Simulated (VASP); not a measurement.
A run of VASP 6.6.1 is set up as follows.

File INCAR:

```
SYSTEM = TiO2
PREC = Accurate ; ENCUT = 520
EDIFF = 1E-6 ; ISMEAR = 0
SIGMA = 0.03 ; LREAL = Auto
LASPH = .True. ; NELM = 80
ALGO = Normal ; ISIF = 2
LWAVE = .False. ; LCHARG = .False.
LDIPOL = .True. ; IDIPOL = 3
DIPOL = 0.5 0.5 0.500 ; GGA = PS
NBANDS = 141 ; LVHAR = .True.
LVACPOTAV = .True. ; ICORELEVEL = 1
LUSENCCL = .False.
```

KPOINTS

```
Automatic mesh
0
Gamma
  9 4 1
  0 0 0
```

The input POSCAR:

```
TiO2
1.0
    2.9417410000      0.0000000000      0.0000000000
    0.0000000000      6.4950685300      0.0000000000
    0.0000000000      0.0000000000     30.5319821200
O Ti
20 10
Direct
    0.0000000000      0.0000000000      0.2456440600
    0.5000000000      0.3043250000      0.2872700000
    0.5000000000      0.6956750000      0.2872700000
    0.0000000000      0.0000000000      0.3288959400
    0.0000000000      0.5000000000      0.3520090600
    0.5000000000      0.8043250000      0.3936350000
    0.5000000000      0.1956750000      0.3936350000
    0.0000000000      0.5000000000      0.4352609400
    0.0000000000      0.0000000000      0.4583740600
    0.5000000000      0.3043250000      0.5000000000
    0.5000000000      0.6956750000      0.5000000000
    0.0000000000      0.0000000000      0.5416259400
    0.0000000000      0.5000000000      0.5647390600
    0.5000000000      0.8043250000      0.6063650000
    0.5000000000      0.1956750000      0.6063650000
    0.0000000000      0.5000000000      0.6479909400
    0.0000000000      0.0000000000      0.6711040600
    0.5000000000      0.3043250000      0.7127300000
    0.5000000000      0.6956750000      0.7127300000
    0.0000000000      0.0000000000      0.7543559400
    0.0000000000      0.5000000000      0.2872700000
    0.5000000000      0.0000000000      0.2872700000
    0.0000000000      0.0000000000      0.3936350000
    0.5000000000      0.5000000000      0.3936350000
    0.0000000000      0.5000000000      0.5000000000
    0.5000000000      0.0000000000      0.5000000000
    0.0000000000      0.0000000000      0.6063650000
    0.5000000000      0.5000000000      0.6063650000
    0.0000000000      0.5000000000      0.7127300000
    0.5000000000      0.0000000000      0.7127300000
```

Potentials or basis: VASP PAW PBE potentials, release 64 (O, Ti_sv).

The run is started by

```bash
$ cat potpaw_PBE.64/O/POTCAR potpaw_PBE.64/Ti_sv/POTCAR > POTCAR
$ mpirun -np 1 vasp_std > vasp.out
```

Q: Estimate the band gap on the k mesh.

A: 1.26 eV, indirect (least direct gap 1.31 eV).

Q: Estimate the largest force.

A: 3.565 eV/Å.

Q: What does it give for the ionisation potential of the upper face?

A: 7.13 eV.

Core levels (eV, on the scale of the bands):
```csv
atom,levels
1 O,1s -504.2
2 O,1s -506.1
3 O,1s -506.1
4 O,1s -505.0
5 O,1s -506.1
6 O,1s -505.6
```

Caveat: the PAW data sets were made with another functional, which shifts forces and pressure a little.
